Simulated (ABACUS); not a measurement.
Set up this calculation in ABACUS 3.10.1, as the native input.

```
Task                                          : single point
Functional                                    : PBE
Potentials or basis                           : PseudoDojo NC SR 0.4.1 PBE standard
Cutoff                                        : 1143 eV
Density cutoff                                : 4572 eV
Basis                                         : plane waves
k mesh                                        : 11 × 11 × 11
Occupations                                   : fermi-dirac, width 0.05 eV
Spin                                          : no spin polarisation
Radial cutoff of the potentials (pseudo_rcut) : 10 bohr
SCF threshold on the density                  : 1e-08
Max SCF steps                                 : 100
Eigensolver                                   : dav
Mixing                                        : broyden
Mixing share                                  : 0.7
Symmetry key                                  : 1
Bands                                         : 9
```

Crystal: LiF (Griceite).

```
CELL_PARAMETERS angstrom
0.00000 2.01400 2.01400
2.01400 0.00000 2.01400
2.01400 2.01400 0.00000
ATOMIC_POSITIONS crystal
F 0.51469 0.47986 0.52021
Li 0.01018 0.99935 0.01060
```

The cell isn't the ideal one: atoms moved at random, drawn with an rms of 0.05 Å.

These files were run (other wordings do the same):

INPUT

```
INPUT_PARAMETERS
suffix              LiF
calculation         scf
basis_type          pw
pseudo_dir          ./
symmetry            1
dft_functional      pbe
ecutwfc             84
pseudo_rcut         10
nspin               1
nbands              9
ks_solver           dav
smearing_method     fd
smearing_sigma      0.00367493
scf_thr             1e-08
scf_nmax            100
mixing_type         broyden
mixing_beta         0.7
cal_force           1
cal_stress          1
out_chg             1
out_pot             2
out_elf             1
```

STRU

```
ATOMIC_SPECIES
F 18.9984 F.upf
Li 6.9400 Li.upf

LATTICE_CONSTANT
1.8897261246

LATTICE_VECTORS
0.0000000000 2.0140000000 2.0140000000
2.0140000000 0.0000000000 2.0140000000
2.0140000000 2.0140000000 0.0000000000

ATOMIC_POSITIONS
Direct

F
0.0
1
0.5146860000 0.4798640000 0.5202120000 1 1 1

Li
0.0
1
0.0101770000 -0.0006530000 0.0105960000 1 1 1
```

KPT

```
K_POINTS
0
Gamma
11 11 11 0 0 0
```

Potentials or basis: PseudoDojo NC SR 0.4.1 PBE standard, plane waves.

The run is started by

```console
$ OMP_NUM_THREADS=1 mpirun -np 4 abacus > log
```

Results of the run:

```json
{"Pressure": "1.9 GPa", "Largest force": "0.073 eV/Å", "Band gap on the k mesh": "9.11 eV, direct"}
```

Caveat: an odd mesh through Γ misses points on the zone boundary, where band edges often lie.

Wall time 18 s on 4 MPI ranks on Intel(R) Xeon(R) 6975P-C (Granite Rapids), on a shared host, peak memory 0.4 GiB a rank.
